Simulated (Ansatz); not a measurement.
Input of an Ansatz 0.2.0 run:

input.yaml

```yaml
crystal:
  lattice:
    - [0.0, 2.5663, 2.5663]
    - [2.5663, 0.0, 2.5663]
    - [2.5663, 2.5663, 0.0]
  atoms:
    - { symbol: Sr, position: [0.5, 0.5, 0.5] }
    - { symbol: O, position: [0.0, 0.0, 0.0] }
hamiltonian:
  xc: pbe
  pseudopotentials: { kind: paw }
  dispersion: d4
kpoints:
  mp_grid: { grid: [9, 9, 9] }
scf:
  occupations: { method: fermi_dirac, width: 0.05 }
output:
  forces: true
  stress: true
relax:
  f_tol: 0.01
  max_steps: 40
  cell: { stress_tol: 0.05 }
```

Potentials or basis: Ansatz PAW.

The run is started by

```bash
$ ansatz run input.yaml --threads 2 --pin off --max-ram 5632MiB --backend cpu --events-out ev --progress --plain --runs-dir out
```

Q: Predict the space group after relaxing (to 0.05 Å).

A: Fm-3m (No. 225).

Q: Estimate the band gap on the k mesh.

A: 3.37 eV.

Q: Estimate the relaxed volume.

A: 17.18 Å³/atom.

Step by step:
```
step  energy change (eV)  largest force (eV/Å)  volume (Å³)
   1              0.0000                0.0000        33.80
   2              0.0023                0.0000        34.88
   3             -0.0013                0.0000        34.36
   4             -0.0027                0.0000        34.36
```

Caveat: odd divisions of the mesh miss points on the zone boundary, where band edges often lie, so the gap on the mesh can be too wide; the plane-wave basis is chosen anew once the cell has moved, so the energies of steps on either side of that aren't comparable; the pressure holds a Pulay correction of +0.4 GPa for the finite cutoff. A k mesh can miss the band edges.
